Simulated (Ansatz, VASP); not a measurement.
One calculation of NaF, two programs

```
Na F
1.0
     0.00000   -2.29707   -2.29707
     2.29707    0.00000   -2.29707
     2.29707   -2.29707    0.00000
Na F
1 1
Cartesian
  2.2971 -2.2971 -2.2971
  0.0000 0.0000 0.0000
```

Alike in both runs: functional r2SCAN; k mesh 8 × 8 × 8; occupations gaussian, width 0.02 eV; no spin polarisation.

Ansatz relaxed the structure, and its values are those at the end. VASP's run is a single point on that final structure, the one shown.

|  | VASP | Ansatz |
| --- | --- | --- |
| version | VASP 6.6.1 | Ansatz 0.2.0 |
| potentials or method | VASP PAW PBE potentials, release 64 (Na_pv, F) | scalar-relativistic, plane waves, PAW |
| plane-wave cutoff (eV) | 520 | 500 |
| valence electrons in the cell | 14 | 16 |

|  | VASP | Ansatz | Ansatz less VASP |
| --- | --- | --- | --- |
| gap on the k mesh at the Fermi level (eV) | 7.32 | 7.28 | -0.041 |
| least direct gap on the mesh (eV) | 7.32 | 7.28 | -0.041 |
| pressure (GPa) | -0.8 | 0.0 | +0.85 |

The two sets of potentials don't hold the same shells in valence.

Caveats: the PAW data sets were made with another functional, which shifts forces and pressure a little (VASP). r2SCAN opens gaps a little over a GGA but as a rule still falls short of measured ones.
